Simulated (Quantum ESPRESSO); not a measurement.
The system is PtSe2 (Sudovikovite).

```
CELL_PARAMETERS angstrom
3.72400 0.00000 0.00000
-1.86200 3.22508 0.00000
0.00000 0.00000 5.06200
ATOMIC_POSITIONS crystal
Pt 0.00000 0.00000 0.00000
Se 0.66667 0.33333 0.75000
Se 0.33333 0.66667 0.25000
```

Base run:

* Program: Quantum ESPRESSO 7.5
* Functional: PBE
* Potentials or basis: SSSP 1.3 efficiency PBE
* Cutoff: 748 eV
* Density cutoff: 5987 eV
* k mesh: 8 × 8 × 5
* Occupations: fermi-dirac, width 0.05 eV
* Spin: no spin polarisation
* Hubbard terms: Pt d U = 2 eV

Its results: band gap on the k mesh none (metal or under the smearing width); pressure 6.4 GPa; largest force 0.530 eV/Å.

The run is repeated on the same cell with these changes: hubbard terms from Pt d U = 2 eV to Pt d U = 5 eV. What comes out?

Band gap on the k mesh none (metal or under the smearing width); pressure 5.6 GPa; largest force 0.467 eV/Å.

Caveats: U without spin polarisation on a metal has little footing.
